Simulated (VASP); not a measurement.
All values below come from rev-vdW-DF2, VASP's PBE PAW potentials (set 64) (plane waves; VASP).

Input for VASP

KPOINTS:
```
Automatic mesh
0
Gamma
6 6 6
0 0 0
```

POSCAR:
```
CsCl
1
    4.1200000000     0.0000000000     0.0000000000
    0.0000000000     4.1200000000     0.0000000000
    0.0000000000     0.0000000000     4.1200000000
Cs Cl
1 1
Direct
  0.0000000000   0.0000000000   0.0000000000
  0.5000000000   0.5000000000   0.5000000000
```

### INCAR
```
SYSTEM = CsCl
PREC = Accurate
ENCUT = 520
EDIFF = 1E-6
NELM = 100
ALGO = Normal
LREAL = .FALSE.
LASPH = .TRUE.
ISMEAR = 0
SIGMA = 0.05
GGA = MK
PARAM1 = 0.1234568
PARAM2 = 0.7114
ZAB_VDW = -1.8867
LUSE_VDW = .TRUE.
AGGAC = 0.0
LMAXMIX = 4
LWAVE = .FALSE.
LCHARG = .FALSE.
IBRION = 2
ISIF = 3
NSW = 60
EDIFFG = -0.01
```

POTCAR, in this order: Cs_sv Cl (PBE.64 set). Program: vasp_std.

What VASP printed:

**OSZICAR**
```
       N       E                     dE             d eps       ncg     rms          rms(c)
DAV:   1     0.991421129608E+02    0.99142E+02   -0.68388E+03   480   0.114E+03
DAV:   2     0.356841459268E+01   -0.95574E+02   -0.87519E+02   716   0.190E+02
DAV:   3    -0.304341066432E+01   -0.66118E+01   -0.65862E+01   596   0.565E+01
DAV:   4    -0.311260994026E+01   -0.69199E-01   -0.69162E-01   572   0.684E+00
DAV:   5    -0.311358378664E+01   -0.97385E-03   -0.97379E-03   604   0.822E-01    0.220E+00
DAV:   6    -0.275132639465E+01    0.36226E+00   -0.63057E-01   544   0.453E+00    0.160E+00
DAV:   7    -0.270489618442E+01    0.46430E-01   -0.18637E-01   664   0.245E+00    0.943E-01
DAV:   8    -0.270197204262E+01    0.29241E-02   -0.13507E-02   572   0.909E-01    0.133E-01
DAV:   9    -0.270185326077E+01    0.11878E-03   -0.26516E-03   636   0.330E-01    0.109E-01
DAV:  10    -0.270195519212E+01   -0.10193E-03   -0.24770E-04   556   0.134E-01    0.155E-02
DAV:  11    -0.270196513066E+01   -0.99385E-05   -0.16379E-05   580   0.347E-02    0.482E-03
DAV:  12    -0.270196511697E+01    0.13694E-07   -0.58940E-06   576   0.152E-02
   1 F= -.27019651E+01 E0= -.27019651E+01  d E =-.270197E+01
       N       E                     dE             d eps       ncg     rms          rms(c)
DAV:   1    -0.271257468425E+01   -0.10610E-01   -0.18343E-01   480   0.294E+00    0.518E-01
DAV:   2    -0.270440045902E+01    0.81742E-02   -0.14655E-02   500   0.731E-01    0.174E-01
DAV:   3    -0.270295927815E+01    0.14412E-02   -0.39105E-03   496   0.384E-01    0.904E-02
DAV:   4    -0.270287443093E+01    0.84847E-04   -0.29612E-04   528   0.112E-01    0.236E-02
DAV:   5    -0.270287500800E+01   -0.57707E-06   -0.18677E-05   544   0.300E-02    0.131E-02
DAV:   6    -0.270287595543E+01   -0.94743E-06   -0.11218E-06   352   0.867E-03
   2 F= -.27028760E+01 E0= -.27028760E+01  d E =-.910838E-03
       N       E                     dE             d eps       ncg     rms          rms(c)
DAV:   1    -0.270496815636E+01   -0.20931E-02   -0.36870E-02   480   0.132E+00    0.231E-01
DAV:   2    -0.270333358517E+01    0.16346E-02   -0.29165E-03   504   0.327E-01    0.779E-02
DAV:   3    -0.270304453461E+01    0.28905E-03   -0.78822E-04   484   0.172E-01    0.400E-02
DAV:   4    -0.270303006083E+01    0.14474E-04   -0.58673E-05   528   0.502E-02    0.105E-02
DAV:   5    -0.270303062168E+01   -0.56085E-06   -0.37320E-06   496   0.134E-02
   3 F= -.27030306E+01 E0= -.27030306E+01  d E =-.106550E-02
```

**OUTCAR**
```
------------------------ aborting loop because EDIFF is reached ----------------------------------------
  FORCE on cell =-STRESS in cart. coord.  units (eV):
  Direction    XX          YY          ZZ          XY          YZ          ZX
  --------------------------------------------------------------------------------------
  Total       -0.0115250     -0.0115250     -0.0115250      0.0000000     -0.0000000     -0.0000000
  in kB       -0.2677945     -0.2677945     -0.2677945      0.0000000     -0.0000000     -0.0000000
  external PRESSURE =      -0.2677945 kB  Pullay stress =       0.0000000 kB
  volume of cell :       68.95
      direct lattice vectors                 reciprocal lattice vectors
     4.100627263 -0.000000000  0.000000000     0.243865130 -0.000000000  0.000000000
     0.000000000  4.100627263  0.000000000     0.000000000  0.243865130 -0.000000000
    -0.000000000  0.000000000  4.100627263    -0.000000000  0.000000000  0.243865130
 POSITION                                       TOTAL-FORCE (eV/Angst)
 -----------------------------------------------------------------------------------
      0.00000      0.00000      0.00000        -0.000000     -0.000000      0.000000
      2.05031      2.05031      2.05031         0.000000      0.000000      0.000000
 -----------------------------------------------------------------------------------
    total drift:                                0.000000      0.000000     -0.000000
  FREE ENERGIE OF THE ION-ELECTRON SYSTEM (eV)
  ---------------------------------------------------
  free  energy   TOTEN  =        -2.7030306217 eV

  energy  without entropy=       -2.7030306217  energy(sigma->0) =       -2.70303062

 reached required accuracy - stopping structural energy minimisation
```
(Selected blocks of OUTCAR.)

CONTCAR:
```
CsCl
   1.00000000000000
     4.1006272629927798   -0.0000000000000000    0.0000000000000000
     0.0000000000000000    4.1006272629927798    0.0000000000000000
    -0.0000000000000000    0.0000000000000000    4.1006272629927798
  Cs              Cl
     1     1
Direct
     0.0000000000000000    0.0000000000000000    0.0000000000000000
     0.5000000000000000    0.5000000000000000    0.5000000000000000
```

The compound is CsCl in the CsCl type structure. This run relaxes it. Symmetry was kept, so distortions that lower it aren't found.
